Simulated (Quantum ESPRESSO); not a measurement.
# KBr (Fm-3m) in Quantum ESPRESSO: further runs, part 2 of 3

Quantum ESPRESSO 7.5. The steps go on from the part before.

## (3) Phonons, PBE, target pressure 10 GPa, at which the enthalpy is minimised

File pw.in:

```
&CONTROL
  calculation = 'scf'
  prefix = 'pwscf'
  outdir = './tmp'
  pseudo_dir = './pseudo'
  tprnfor = .true.
  tstress = .true.
  disk_io = 'low'
/
&SYSTEM
  ibrav = 0
  nat = 2
  ntyp = 2
  ecutwfc = 74
  nbnd = 14
  occupations = 'smearing'
  smearing = 'fd'
  degauss = 0.00367493
/
&ELECTRONS
  conv_thr = 4d-10
  electron_maxstep = 120
  mixing_beta = 0.5
/
ATOMIC_SPECIES
Br    79.9040 Br.upf
K     39.0983 K.upf
CELL_PARAMETERS angstrom
   0.0000000000    3.3000000000    3.3000000000
   3.3000000000    0.0000000000    3.3000000000
   3.3000000000    3.3000000000    0.0000000000
ATOMIC_POSITIONS crystal
Br     0.5000000000    0.5000000000    0.5000000000
K      0.0000000000    0.0000000000    0.0000000000
K_POINTS automatic
4 4 4 1 1 1
```

File relax.in:

```
&CONTROL
  calculation = 'vc-relax'
  prefix = 'pwscf'
  outdir = './tmp'
  pseudo_dir = './pseudo'
  tprnfor = .true.
  tstress = .true.
  disk_io = 'low'
  nstep = 40
  forc_conv_thr = 0.0001
  etot_conv_thr = 1d-06
/
&SYSTEM
  ibrav = 0
  nat = 2
  ntyp = 2
  ecutwfc = 74
  nbnd = 14
  occupations = 'smearing'
  smearing = 'fd'
  degauss = 0.00367493
/
&ELECTRONS
  conv_thr = 4d-10
  electron_maxstep = 120
  mixing_beta = 0.5
/
&IONS
  ion_dynamics = 'bfgs'
/
&CELL
  cell_dynamics = 'bfgs'
  press = 100
  press_conv_thr = 0.2
/
ATOMIC_SPECIES
Br    79.9040 Br.upf
K     39.0983 K.upf
CELL_PARAMETERS angstrom
   0.0000000000    3.3000000000    3.3000000000
   3.3000000000    0.0000000000    3.3000000000
   3.3000000000    3.3000000000    0.0000000000
ATOMIC_POSITIONS crystal
Br     0.5000000000    0.5000000000    0.5000000000
K      0.0000000000    0.0000000000    0.0000000000
K_POINTS automatic
4 4 4 1 1 1
```

File scf2.in:

```
&CONTROL
  calculation = 'scf'
  prefix = 'pwscf'
  outdir = './tmp'
  pseudo_dir = './pseudo'
  tprnfor = .true.
  tstress = .true.
  disk_io = 'low'
/
&SYSTEM
  ibrav = 0
  nat = 2
  ntyp = 2
  ecutwfc = 74
  nbnd = 14
  occupations = 'fixed'
/
&ELECTRONS
  conv_thr = 1d-13
  electron_maxstep = 120
  mixing_beta = 0.5
  startingpot = 'file'
  startingwfc = 'file'
/
ATOMIC_SPECIES
Br    79.9040 Br.upf
K     39.0983 K.upf
CELL_PARAMETERS angstrom
   0.0000000000    3.0000491180    3.0000491180
   3.0000491180    0.0000000000    3.0000491180
   3.0000491180    3.0000491180    0.0000000000
ATOMIC_POSITIONS crystal
Br     0.5000000000    0.5000000000    0.5000000000
K      0.0000000000    0.0000000000    0.0000000000
K_POINTS automatic
4 4 4 1 1 1
```

File ph.in:

```
phonons of KBr
&INPUTPH
  prefix = 'pwscf'
  outdir = './tmp'
  tr2_ph = 1d-18
  fildyn = 'dyn'
  niter_ph = 90
  alpha_mix(1) = 0.7
  epsil = .true.
/
0.0000000000 0.0000000000 0.0000000000
```

File dynmat.in:

```
&INPUT
  fildyn = 'dyn'
  asr = 'crystal'
  lperm = .true.
  filout = 'dynmat.disp'
  fileig = 'dynmat.eig'
/
```

File dynmat_lo.in:

```
&INPUT
  fildyn = 'dyn'
  asr = 'crystal'
  filout = 'dynmat_lo.disp'
  fileig = 'dynmat_lo.eig'
  q(1) = 0
  q(2) = 0
  q(3) = 1
/
```

Potentials or basis: PseudoDojo 0.4.1 SR PBE standard.

Run with:

```sh
$ OMP_NUM_THREADS=1 pw.x -in pw.in > pw.out
$ OMP_NUM_THREADS=1 pw.x -in relax.in > relax.out
$ OMP_NUM_THREADS=1 pw.x -in scf2.in > scf2.out
$ OMP_NUM_THREADS=1 ph.x -in ph.in > ph.out
$ OMP_NUM_THREADS=1 dynmat.x -in dynmat.in > dynmat.out
$ OMP_NUM_THREADS=1 dynmat.x -in dynmat_lo.in > dynmat_lo.out
```

pw.out:

```text
This program is part of the open-source Quantum ESPRESSO suite
     for quantum simulation of materials; please cite
         "P. Giannozzi et al., J. Phys.:Condens. Matter 21 395502 (2009);
         "P. Giannozzi et al., J. Phys.:Condens. Matter 29 465901 (2017);
         "P. Giannozzi et al., J. Chem. Phys. 152 154105 (2020);
     in publications or presentations arising from this work. More details at

     Message from routine setup:
     using ibrav=0 with symmetry is DISCOURAGED, use correct ibrav instead

     G-vector sticks info
     --------------------
     sticks:   dense  smooth     PW     G-vecs:    dense   smooth      PW
     Sum        1585    1585    451                41655    41655    6375

     Using Slab Decomposition

     bravais-lattice index     =            0
     lattice parameter (alat)  =       8.8192  a.u.
     unit-cell volume          =     485.0298 (a.u.)^3
     number of atoms/cell      =            2
     number of atomic types    =            2
     number of electrons       =        16.00
[... 184 lines left out ...]

   -26.6549 -11.1313 -10.2076 -10.1703 -10.1322   0.3167   0.7372   0.8243
     7.2354   8.4771  10.1746  10.5799  10.8948  11.6481

          k = 0.2652 0.2652 0.2652 (  5225 PWs)   bands (ev):
[... 6 lines left out ...]
   -26.6554 -11.2604 -10.1882 -10.1527  -9.9844   0.2085   0.5962   0.7718
     8.1588   9.0120   9.8192  10.4837  10.7271  11.7393

     the Fermi energy is     2.3892 ev

!    total energy              =     -91.83627351 Ry
     estimated scf accuracy    <          2.5E-11 Ry
     smearing contrib. (-TS)   =      -0.00000000 Ry
     internal energy E=F+TS    =     -91.83627351 Ry

     The total energy is F=E-TS. E is the sum of the following terms:
     one-electron contribution =     -29.06538367 Ry
     hartree contribution      =      19.28292741 Ry
     xc contribution           =     -23.25594209 Ry
     ewald contribution        =     -58.79787517 Ry

     convergence has been achieved in   9 iterations

     Forces acting on atoms (cartesian axes, Ry/au):

     atom    1 type  1   force =    -0.00000000   -0.00000000    0.00000000
     atom    2 type  2   force =     0.00000000    0.00000000   -0.00000000

     Total force =     0.000000     Total SCF correction =     0.000000

     Computing stress (Cartesian axis) and pressure

          total   stress  (Ry/bohr**3)                   (kbar)     P=        7.02
   0.00004775  -0.00000000   0.00000000            7.02       -0.00        0.00
  -0.00000000   0.00004775   0.00000000           -0.00        7.02        0.00
   0.00000000   0.00000000   0.00004775            0.00        0.00        7.02

=------------------------------------------------------------------------------=
   JOB DONE.
=------------------------------------------------------------------------------=
```

relax.out:

```text
This program is part of the open-source Quantum ESPRESSO suite
     for quantum simulation of materials; please cite
         "P. Giannozzi et al., J. Phys.:Condens. Matter 21 395502 (2009);
         "P. Giannozzi et al., J. Phys.:Condens. Matter 29 465901 (2017);
         "P. Giannozzi et al., J. Chem. Phys. 152 154105 (2020);
[... 1460 lines left out ...]
  -0.00000000   0.00067957   0.00000000           -0.00       99.97        0.00
  -0.00000000   0.00000000   0.00067957           -0.00        0.00       99.97

=------------------------------------------------------------------------------=
   JOB DONE.
=------------------------------------------------------------------------------=
```

scf2.out:

```text
This program is part of the open-source Quantum ESPRESSO suite
     for quantum simulation of materials; please cite
         "P. Giannozzi et al., J. Phys.:Condens. Matter 21 395502 (2009);
         "P. Giannozzi et al., J. Phys.:Condens. Matter 29 465901 (2017);
         "P. Giannozzi et al., J. Chem. Phys. 152 154105 (2020);
[... 190 lines left out ...]
   0.00000000   0.00067957  -0.00000000            0.00       99.97       -0.00
  -0.00000000   0.00000000   0.00067957           -0.00        0.00       99.97

=------------------------------------------------------------------------------=
   JOB DONE.
=------------------------------------------------------------------------------=
```

Wall time 6.2 min (1 thread of Intel Xeon Platinum 8375C at 2.90GHz (Ice Lake), shared host); peak memory 0.09 GiB.

What came out:

| Property | Result |
| --- | --- |
| Free energy | -1249.0214 eV |
| Relaxed volume | 27.00 Å³/atom |
| Relaxed cell | a = 4.243 Å, b = 4.243 Å, c = 4.243 Å, α = 60.00°, β = 60.00°, γ = 60.00° |
| Space group after relaxing (to 0.05 Å) | Fm-3m (No. 225) |
| Pressure after relaxing | 10.0 GPa |
| Electronic dielectric tensor (diagonal) | 2.95 |
| Born charges (mean of the diagonal) | Br -1.06; K +1.06 e |
| Highest phonon frequency at Γ, LO-TO splitting left out | 196 cm⁻¹ |
| Static dielectric tensor (diagonal) | 3.97 |

The path:
```tsv
step	energy change (eV)	largest force (eV/Å)	pressure (GPa)	volume (Å³)
1	0.0000	0.0000	0.70	71.87
2	0.0237	0.0000	1.60	68.52
3	0.0970	0.0000	3.38	63.69
4	0.3191	0.0000	7.45	56.87
5	0.5200	0.0000	10.73	53.30
6	0.4714	0.0000	9.95	54.05
7	0.4745	0.0000	10.00	54.00
```

Final structure:
```cif
data_structure
_symmetry_space_group_name_H-M 'P 1'
_symmetry_Int_Tables_number 1
_cell_length_a 4.2427
_cell_length_b 4.2427
_cell_length_c 4.2427
_cell_angle_alpha 60.000
_cell_angle_beta 60.000
_cell_angle_gamma 60.000
_cell_volume 54.00
loop_
_atom_site_label
_atom_site_type_symbol
_atom_site_fract_x
_atom_site_fract_y
_atom_site_fract_z
_atom_site_occupancy
Br1 Br 0.50000 0.50000 0.50000 1
K1 K 0.00000 0.00000 0.00000 1
```

Levels at points of the mesh, in eV from the valence-band top:
| k point | band 5 | band 6 | band 7 | band 8 | band 9 | band 10 | band 11 | band 12 |
| --- | --- | --- | --- | --- | --- | --- | --- | --- |
| (0.12, 0.12, 0.12) | -10.62 | -0.25 | 0.00 | 0.00 | 5.98 | 7.54 | 7.85 | 7.85 |

Phonon frequencies in cm⁻¹ (negative: imaginary):
| q point | frequencies |
| --- | --- |
| (0.000, 0.000, 0.000) | -2 -2 -2 196 196 196 |

Electronic dielectric tensor:
```
2.95 0.00 0.00
0.00 2.95 0.00
0.00 0.00 2.95
```

Born effective charge tensors (e):
atom 1, Br
```
-1.06  0.00  0.00
 0.00 -1.06  0.00
 0.00  0.00 -1.06
```
atom 2, K
```
1.06 0.00 0.00
0.00 1.06 0.00
0.00 0.00 1.06
```

Optical modes at Γ, degenerate ones joined, polar ones without the macroscopic field:
```tsv
cm⁻¹	components	symmetry	active in	IR intensity, summed ((D/Å)²/amu)
196	3	T1u	IR	2.98
```

Zone-centre frequencies without and with the macroscopic field along z (cm⁻¹):
|  | optical modes in rising order |
| --- | --- |
| without | 196 196 196 |
| with the field | 196 196 228 |

Static dielectric tensor, electrons and zone-centre modes:
```
3.97 0.00 0.00
0.00 3.97 0.00
0.00 0.00 3.97
```

Caveat: the volume moved by over 15 % at a fixed basis, so the end points are rough; the cell is more than 3 GPa from zero pressure, which shifts response properties.

## (4) Phonons, PBE, target pressure 15 GPa, at which the enthalpy is minimised

pw.in is that of step 3.

relax.in, as its differences from that of step 3:

```diff
@@ -32,3 +32,3 @@
   cell_dynamics = 'bfgs'
-  press = 100
+  press = 150
   press_conv_thr = 0.2
```

scf2.in, as its differences from that of step 3:

```diff
@@ -28,5 +28,5 @@
 CELL_PARAMETERS angstrom
-   0.0000000000    3.0000491180    3.0000491180
-   3.0000491180    0.0000000000    3.0000491180
-   3.0000491180    3.0000491180    0.0000000000
+   0.0000000000    2.9217563596    2.9217563596
+   2.9217563596    0.0000000000    2.9217563596
+   2.9217563596    2.9217563596    0.0000000000
 ATOMIC_POSITIONS crystal
```

ph.in is that of step 3.

dynmat.in is that of step 3.

dynmat_lo.in is that of step 3.

Potentials or basis: PseudoDojo 0.4.1 SR PBE standard.

Run with:

```sh
$ OMP_NUM_THREADS=1 pw.x -in pw.in > pw.out
$ OMP_NUM_THREADS=1 pw.x -in relax.in > relax.out
$ OMP_NUM_THREADS=1 pw.x -in scf2.in > scf2.out
$ OMP_NUM_THREADS=1 ph.x -in ph.in > ph.out
$ OMP_NUM_THREADS=1 dynmat.x -in dynmat.in > dynmat.out
$ OMP_NUM_THREADS=1 dynmat.x -in dynmat_lo.in > dynmat_lo.out
```

pw.out:

```text
This program is part of the open-source Quantum ESPRESSO suite
     for quantum simulation of materials; please cite
[... 9 lines left out ...]
     --------------------
     sticks:   dense  smooth     PW     G-vecs:    dense   smooth      PW
     Sum        1585    1585    451                41655    41655    6375

     Using Slab Decomposition

     bravais-lattice index     =            0
     lattice parameter (alat)  =       8.8192  a.u.
     unit-cell volume          =     485.0298 (a.u.)^3
     number of atoms/cell      =            2
     number of atomic types    =            2
     number of electrons       =        16.00
     number of Kohn-Sham states=           14
     kinetic-energy cutoff     =      74.0000  Ry
     charge density cutoff     =     296.0000  Ry
     scf convergence threshold =      4.0E-10
     mixing beta               =       0.5000
     number of iterations used =            8  plain     mixing
     Exchange-correlation= PBE
                           (   1   4   3   4   0   0   0)

     celldm(1)=   8.819172  celldm(2)=   0.000000  celldm(3)=   0.000000
     celldm(4)=   0.000000  celldm(5)=   0.000000  celldm(6)=   0.000000

[... 8 lines left out ...]
               b(3) = (  0.707107  0.707107 -0.707107 )

     PseudoPot. # 1 for Br read from file:
     Br.upf
     Pseudo is Norm-conserving + core correction, Zval =  7.0
     Generated using ONCVPSP code by D. R. Hamann
     Using radial grid of 1098 points,  6 beta functions with:
                l(1) =   0
                l(2) =   0
[... 62 lines left out ...]
     estimated scf accuracy    <       0.04597949 Ry
[... 50 lines left out ...]
     iteration #  9     ecut=    74.00 Ry     beta= 0.50
     Davidson diagonalization with overlap
     ethr =  6.38E-12,  avg # of iterations =  2.2

     End of self-consistent calculation

          k = 0.0884 0.0884 0.0884 (  5155 PWs)   bands (ev):

   -26.6611 -11.2087 -10.1397 -10.1397 -10.0981   0.8936   1.0641   1.0641
     5.9441   8.6227   8.9089   8.9089   9.7451   9.7451

          k = 0.2652 0.2652-0.0884 (  5213 PWs)   bands (ev):

   -26.6579 -11.2889 -10.1574 -10.1400  -9.9764   0.2904   0.8657   0.8707
     7.2945   8.5075   9.5775  10.0470  10.3999  10.9372

          k =-0.2652-0.2652 0.4419 (  5217 PWs)   bands (ev):
[... 16 lines left out ...]
   -26.6549 -11.1952 -10.1988 -10.1787 -10.0435   0.3586   0.5754   0.7265
     7.9581   8.9695   9.4796  10.3679  11.2787  11.5586

          k = 0.0884-0.2652 0.4419 (  5217 PWs)   bands (ev):

   -26.6561 -11.2695 -10.1723 -10.1531  -9.9840   0.1970   0.7230   0.7915
     7.9453   8.4500  10.0693  10.5320  10.8658  11.2239

          k =-0.6187 0.0884 0.0884 (  5225 PWs)   bands (ev):

   -26.6549 -11.1313 -10.2076 -10.1703 -10.1322   0.3167   0.7372   0.8243
     7.2354   8.4771  10.1746  10.5799  10.8948  11.6481

          k = 0.2652 0.2652 0.2652 (  5225 PWs)   bands (ev):
[... 6 lines left out ...]
   -26.6554 -11.2604 -10.1882 -10.1527  -9.9844   0.2085   0.5962   0.7718
     8.1588   9.0120   9.8192  10.4837  10.7271  11.7393

     the Fermi energy is     2.3892 ev

!    total energy              =     -91.83627351 Ry
     estimated scf accuracy    <          2.5E-11 Ry
     smearing contrib. (-TS)   =      -0.00000000 Ry
     internal energy E=F+TS    =     -91.83627351 Ry

     The total energy is F=E-TS. E is the sum of the following terms:
     one-electron contribution =     -29.06538367 Ry
     hartree contribution      =      19.28292741 Ry
     xc contribution           =     -23.25594209 Ry
     ewald contribution        =     -58.79787517 Ry

     convergence has been achieved in   9 iterations

     Forces acting on atoms (cartesian axes, Ry/au):

     atom    1 type  1   force =     0.00000000    0.00000000   -0.00000000
     atom    2 type  2   force =     0.00000000    0.00000000    0.00000000

     Total force =     0.000000     Total SCF correction =     0.000000

     Computing stress (Cartesian axis) and pressure

          total   stress  (Ry/bohr**3)                   (kbar)     P=        7.02
   0.00004775   0.00000000   0.00000000            7.02        0.00        0.00
   0.00000000   0.00004775   0.00000000            0.00        7.02        0.00
   0.00000000   0.00000000   0.00004775            0.00        0.00        7.02

=------------------------------------------------------------------------------=
   JOB DONE.
=------------------------------------------------------------------------------=
```

scf2.out:

```text
This program is part of the open-source Quantum ESPRESSO suite
     for quantum simulation of materials; please cite
[... 9 lines left out ...]
     --------------------
     sticks:   dense  smooth     PW     G-vecs:    dense   smooth      PW
     Sum        1237    1237    367                28811    28811    4621
[... 180 lines left out ...]
   0.00101948   0.00000000   0.00000000          149.97        0.00        0.00
   0.00000000   0.00101948   0.00000000            0.00      149.97        0.00
   0.00000000   0.00000000   0.00101948            0.00        0.00      149.97

=------------------------------------------------------------------------------=
   JOB DONE.
=------------------------------------------------------------------------------=
```

It took 6.3 min on 1 thread of Intel Xeon Platinum 8375C at 2.90GHz (Ice Lake), shared host; peak memory 0.09 GiB.

What came out:

```
Free energy                                             : -1248.7040 eV
Relaxed volume                                          : 24.94 Å³/atom
Relaxed cell                                            : a = 4.132 Å, b = 4.132 Å, c = 4.132 Å, α = 60.00°, β = 60.00°, γ = 60.00°
Space group after relaxing (to 0.05 Å)                  : Fm-3m (No. 225)
Pressure after relaxing                                 : 15.0 GPa
Electronic dielectric tensor (diagonal)                 : 3.09
Born charges (mean of the diagonal)                     : Br -1.04; K +1.05 e
Highest phonon frequency at Γ, LO-TO splitting left out : 223 cm⁻¹
Static dielectric tensor (diagonal)                     : 3.91
```

The path:
| step | energy change (eV) | largest force (eV/Å) | pressure (GPa) | volume (Å³) |
| --- | --- | --- | --- | --- |
| 1 | 0.0000 | 0.0000 | 0.70 | 71.87 |
| 2 | 0.0443 | 0.0000 | 2.17 | 66.76 |
| 3 | 0.2108 | 0.0000 | 5.57 | 59.56 |
| 4 | 0.8046 | 0.0000 | 15.20 | 49.75 |
| 5 | 0.7888 | 0.0000 | 14.95 | 49.92 |
| 6 | 0.7919 | 0.0000 | 15.00 | 49.88 |

Final structure:
```xyz
2
Lattice="0.0000 2.9218 2.9218 2.9218 0.0000 2.9218 2.9218 2.9218 0.0000" Properties=species:S:1:pos:R:3 pbc="T T T"
Br    2.9218    2.9218    2.9218
K     0.0000    0.0000    0.0000
```

Levels at points of the mesh, in eV from the valence-band top:
| k point | band 4 | band 5 | band 6 | band 7 | band 8 | band 9 | band 10 | band 11 | band 12 | band 13 |
| --- | --- | --- | --- | --- | --- | --- | --- | --- | --- | --- |
| (0.12, 0.12, 0.12) | -10.63 | -10.52 | -0.27 | 0.00 | 0.00 | 6.36 | 7.49 | 7.78 | 7.78 | 8.99 |

Phonon frequencies in cm⁻¹ (negative: imaginary):
```
              q point           frequencies
(0.000, 0.000, 0.000)  -2 -2 -2 223 223 223
```

Electronic dielectric tensor:
```
3.09 0.00 0.00
0.00 3.09 0.00
0.00 0.00 3.09
```

Born effective charge tensors (e):
atom 1, Br
```
-1.04  0.00  0.00
 0.00 -1.04  0.00
 0.00  0.00 -1.04
```
atom 2, K
```
1.05 0.00 0.00
0.00 1.05 0.00
0.00 0.00 1.05
```

Optical modes at Γ, degenerate ones joined, polar ones without the macroscopic field:
```
cm⁻¹  components  symmetry  active in  IR intensity, summed ((D/Å)²/amu)
 223           3       T1u         IR                               2.88
```

Zone-centre frequencies without and with the macroscopic field along z (cm⁻¹):
```tsv
	optical modes in rising order
without	223 223 223
with the field	223 223 251
```

Static dielectric tensor, electrons and zone-centre modes:
```
3.91 0.00 0.00
0.00 3.91 0.00
0.00 0.00 3.91
```

Caveat: the volume moved by over 15 % at a fixed basis, so the end points are rough; the cell is more than 3 GPa from zero pressure, which shifts response properties.

(Part 2 of 3 ends here.)
